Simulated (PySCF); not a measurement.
# Calculated NMR parameters of C1COCCN1

| Property | Result |
| --- | --- |
| Formula | C4H9NO |
| SMILES | C1COCCN1 |
| Point group of the computed structure | Cs |
| Degrees of unsaturation | 1 |
| Carbon signals | 2 |
| Proton signals | 3 |

Structure with atom numbers: `[CH2:1]1[CH2:2][O:3][CH2:4][CH2:5][NH:6]1`; H(Xn) means a hydrogen on atom n.

Computed data (PySCF 2.14.0 with density-fitted response routines): NMR shieldings at B97-2/pcSseg-2/GIAO, geometry from PBE0-D3(BJ)/def2-TZVP. Rapidly exchanging positions averaged, no solvent, non-relativistic Hamiltonian, single conformer.

Scale: ¹H and ¹³C vs TMS; ¹⁵N against NH3; ¹⁷O against H2O (reference shieldings calculated alike).

```tsv
carbon	δC, type	δH (multiplicity)	HMBC from (2–3 bonds)	span of the C tensor (ppm)
C1/C5	51.0, CH2	2.76 (m)	H(C2)/H(C4), H(C1)/H(C5)	25
C2/C4	74.2, CH2	3.47 (m)	H(C2)/H(C4), H(C1)/H(C5)	52
```

Other nuclei:
| atoms | nucleus | environment | δ (ppm) | σ (ppm) |
| --- | --- | --- | --- | --- |
| H(N6) | ¹H | hydrogen on an amine nitrogen | 0.43 | 31.20 |
| N6 | ¹⁵N | amine nitrogen | 48.2 | 213.6 |
| O3 | ¹⁷O | ether oxygen | 45.8 | 281.8 |

Carbon types of the structure: 4 × CH2, leaving 1 H on heteroatoms. δC 74.2: sp3 CH2 bonded to O; pulled downfield by the heteroatom. δC 51.0: sp3 CH2 bonded to N; deshielded by the electronegative neighbour. δH 3.47: hydrogen on an sp3 CH2 bonded to O; its carbon carries O, hence the downfield position. δH 2.76: hydrogen on an sp3 CH2 bonded to N; its carbon carries N, which withdraws density. δH 0.43: hydrogen on an amine nitrogen; exchangeable, gas-phase position.

OH and NH positions are those of a molecule without intermolecular hydrogen bonds; in solution they move with solvent, concentration and temperature, and exchange usually removes their couplings. Shifts are as computed. Against solution values, carbons near 30 ppm lie about +3 ppm off and those near 130 ppm about +7 ppm. Of 1211 compounds with measured shifts, 218 miss one by over three times the rms of a fit or turn the order of signals round; such compounds aren't used in these exercises. Experimental scales use liquid or dissolved standards, which lie at an offset from isolated NH3 (liquid NH3: subtract about 20 ppm) and H2O (liquid H2O: subtract about 36 ppm). No couplings were computed; multiplicities are counted from neighbouring protons, with m where these are inequivalent, close in shift, in a saturated or five-membered ring or joined by F or P, and br s for small geminal =CH2 splittings.
